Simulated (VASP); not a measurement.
Write the native input for VASP 6.6.1 that does the following.

* Task: band structure
* Functional: PBE
* Dispersion: ULG
* Potentials or basis: VASP PAW PBE potentials, release 64 (Se, Ca_sv)
* Cutoff: 520 eV
* k mesh: 7 × 7 × 7
* Occupations: gaussian, width 0.01 eV
* Spin: no spin polarisation
* Further INCAR settings: ALGO = Normal; EDIFF = 1e-06; NBANDS = 15

The structure of CaSe lies in POSCAR:

```
CaSe
1.0
    0.0000000000      3.3000000000      3.3000000000
    3.3000000000      0.0000000000      3.3000000000
    3.3000000000      3.3000000000      0.0000000000
Se Ca
1 1
Cartesian
    1.6500000000      1.6500000000      1.6500000000
    0.0000000000      0.0000000000      0.0000000000
```

The cell comes from a database or a generator and needn't be the stable form of this composition.

The input as run:

INCAR

```
SYSTEM = CaSe
PREC = Accurate ; ENCUT = 520
EDIFF = 1E-6 ; ISMEAR = 0
SIGMA = 0.01 ; LREAL = .False.
LASPH = .True. ; NELM = 100
ALGO = Normal ; ISIF = 2
LWAVE = .False. ; LCHARG = .False.
GGA = PE ; IVDW = 3
NBANDS = 15
```

KPOINTS

```
Automatic mesh
0
Gamma
  7 7 7
  0 0 0
```

KPOINTS_OPT

```
path GXWKGLUWLK,UX
20
line-mode
reciprocal
 0.0000000000  0.0000000000  0.0000000000  G
 0.5000000000  0.0000000000  0.5000000000  X

 0.5000000000  0.0000000000  0.5000000000  X
 0.5000000000  0.2500000000  0.7500000000  W

 0.5000000000  0.2500000000  0.7500000000  W
 0.3750000000  0.3750000000  0.7500000000  K

 0.3750000000  0.3750000000  0.7500000000  K
 0.0000000000  0.0000000000  0.0000000000  G

 0.0000000000  0.0000000000  0.0000000000  G
 0.5000000000  0.5000000000  0.5000000000  L

 0.5000000000  0.5000000000  0.5000000000  L
 0.6250000000  0.2500000000  0.6250000000  U

 0.6250000000  0.2500000000  0.6250000000  U
 0.5000000000  0.2500000000  0.7500000000  W

 0.5000000000  0.2500000000  0.7500000000  W
 0.5000000000  0.5000000000  0.5000000000  L

 0.5000000000  0.5000000000  0.5000000000  L
 0.3750000000  0.3750000000  0.7500000000  K

 0.6250000000  0.2500000000  0.6250000000  U
 0.5000000000  0.0000000000  0.5000000000  X
```

Potentials or basis: VASP PAW PBE potentials, release 64 (Se, Ca_sv).

Launch:

```sh
$ cat potpaw_PBE.64/Se/POTCAR potpaw_PBE.64/Ca_sv/POTCAR > POTCAR
$ mpirun -np 1 vasp_std > vasp.out
```

Results of the run:

- Pressure: -0.5 GPa
- Band gap on the k mesh: 3.15 eV, indirect (least direct gap 3.24 eV)
- Band gap along the path: 3.14 eV, indirect (least direct gap 3.24 eV)
- Dispersion energy per atom: -0.084 eV

Run time: 70 s on 1 thread of Intel(R) Xeon(R) Platinum 8559C (Emerald Rapids), on a shared host, peak memory 0.22 GiB.
